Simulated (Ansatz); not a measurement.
## Moving the screening of exact exchange in MgS

```
S Mg
1.0
     4.03462    0.00000    0.00000
    -2.01731    3.49409    0.00000
     0.00000    0.00000    6.43229
S Mg
2 2
Direct
  0.66667 0.33333 0.87924
  0.33333 0.66667 0.37924
  0.33333 0.66667 0.99575
  0.66667 0.33333 0.49575
```

The cell comes from a database or a generator and needn't be the stable form of this composition.

Kept alike: task single point; functional HSE06 form with a typed share of exact exchange; k mesh 4 × 4 × 2; occupations fermi-dirac, width 0.05 eV; no spin polarisation. Program: Ansatz, Ansatz PAW, cutoff 420 eV. Exact-exchange share held at 0.25. The mesh is that of the run's cell of 4 atoms. No spin-orbit coupling.

| screening of exact exchange, ω (Å⁻¹) | band gap (eV) | pressure (GPa) |
| --- | --- | --- |
| 0.1 | 4.828 | -0.02 |
| 0.15 | ? | ? |
| 0.2 | 4.523 | 0.05 |
| 0.3 | 4.294 | 0.14 |
| 0.4 | 4.117 | 0.25 |
| 0.6 | 3.861 | 0.45 |

The k mesh is coarse, so the values aren't converged. Pressure is positive in compression, with a Pulay correction for the finite cutoff. A gap read on the mesh alone can miss an edge between its points. All rows use potentials made for PBE. The mesh is thin for exact exchange.

Problem. Fit the rows shown and predict the run at 0.15 Å⁻¹.

Solution. A least-squares parabola through the rows shown is band gap = 2.3511 ω² - 3.5592 ω + 5.1532 (largest miss 0.0124); at ω = 0.15 it gives 4.672 eV. A least-squares parabola through the rows shown is pressure = 0.352 ω² + 0.708 ω - 0.099 (largest miss 0.009); at ω = 0.15 it gives 0.02 GPa. The run gave: band gap 4.665 eV; pressure 0.01 GPa.
